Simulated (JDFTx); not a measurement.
The system is ZrC.

```
Zr C
1.0
     0.00000    2.36500    2.36500
     2.36500    0.00000    2.36500
     2.36500    2.36500    0.00000
Zr C
1 1
Direct
  0.50000 0.50000 0.50000
  0.00000 0.00000 0.00000
```

Base run:

| Item | Value |
| --- | --- |
| Program | JDFTx 1.7.0 (patched build) |
| Functional | PBE |
| Potentials or basis | PseudoDojo-SR-PBE-0.5-standard with smoothed tails |
| Cutoff | 1116 eV |
| Density cutoff | 8925 eV |
| k mesh | 10 × 10 × 10 |
| Occupations | fermi-dirac, width 0.05 eV |
| Spin | no spin polarisation |
| Hubbard terms | Zr d U = 1 eV |

Its results: band gap on the k mesh none (metal or under the smearing width); pressure -3.0 GPa.

Q: The run is repeated on the same cell with these changes: hubbard terms from Zr d U = 1 eV to Zr d U = 8 eV. What comes out?

A: Band gap on the k mesh none (metal or under the smearing width); pressure 2.2 GPa.

Caveats: U without spin polarisation on a metal has little footing; the U is typed as a test and isn't derived for this compound.
